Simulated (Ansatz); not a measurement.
# In: energy less free atoms and pressure against volume per atom

Periodic Kohn-Sham DFT of a crystal at fixed atoms; pressure and stress are positive in compression; the energy is the free energy less that of spherical unpolarised free atoms; site moments are those in the method's own spheres, positive along +z. The results are calculated, by Ansatz 0.2.0.

Cell of the first row (space group I4/mmm, No. 139):
```
CELL_PARAMETERS angstrom
-1.60420 1.60420 2.44050
1.60420 -1.60420 2.44050
1.60420 1.60420 -2.44050
ATOMIC_POSITIONS crystal
In 0.00000 0.00000 0.00000
```

Settings of every row: method all-electron LAPW; functional PBE; relativity scalar; k mesh 14x14x14; filling fermi-dirac; smearing width 0.05 eV; basis error target 0.5 meV/atom; nucleus gaussian.

Atom start moment: 0 on all atoms.

| row | volume per atom (Å³) | energy less free atoms (eV/atom) | pressure (GPa) |
| --- | --- | --- | --- |
| 1 | 25.121 | -2.5235 | 3.993 |
| 2 | 25.645 | -2.5347 | 2.899 |
| 3 | 26.168 | -2.5426 | 1.926 |
| 4 | 26.691 | ? | ? |
| 5 | 27.215 | -2.5496 | 0.294 |

Question: what energy less free atoms and pressure should row 4 give?

Worked fit of energy less free atoms. Take u = (V_r/V)^(2/3) − 1 with V_r = 25.907 Å³ an atom, which is twice the finite (Eulerian) strain; such expansions in the strain, on which the Birch-Murnaghan equation of state is built, carry the rest volume and the bulk modulus. The shown rows have u = 0.02075, 0.0068, -0.00666, -0.0323. Least squares give energy less free atoms = −2.53905 + 0.5842 × u + 7.978 × u² eV/atom; a straight line predicts inner rows, each left out in turn, worse (root mean square 0.0035 against 2.4e-05 eV/atom). All shown rows lie on it to the printed digit. The withheld row has u = -0.01968, so the fit gives −2.53905 + 0.5842 × (-0.01968) + 7.978 × (-0.01968)² = -2.5475 eV/atom.

The calculation gave -2.5474 eV/atom. The fit lies 0.0001 eV/atom (0.38 % of the column's range) below it, one unit of the last digit.

Worked fit of pressure. Take u = (V_r/V)^(2/3) − 1 with V_r = 25.907 Å³ an atom, which is twice the finite (Eulerian) strain; such expansions in the strain, on which the Birch-Murnaghan equation of state is built, carry the rest volume and the bulk modulus. The shown rows have u = 0.02075, 0.0068, -0.00666, -0.0323. Least squares give pressure = 2.3974 + 72.287 × u + 221.89 × u² GPa; a straight line predicts inner rows, each left out in turn, worse (root mean square 0.098 against 0.00046 GPa). All shown rows lie on it to the printed digit. The withheld row has u = -0.01968, so the fit gives 2.3974 + 72.287 × (-0.01968) + 221.89 × (-0.01968)² = 1.061 GPa.

The calculation gave 1.062 GPa. The fit lies 0.001 GPa (0.027 % of the column's range) below it, one unit of the last digit.
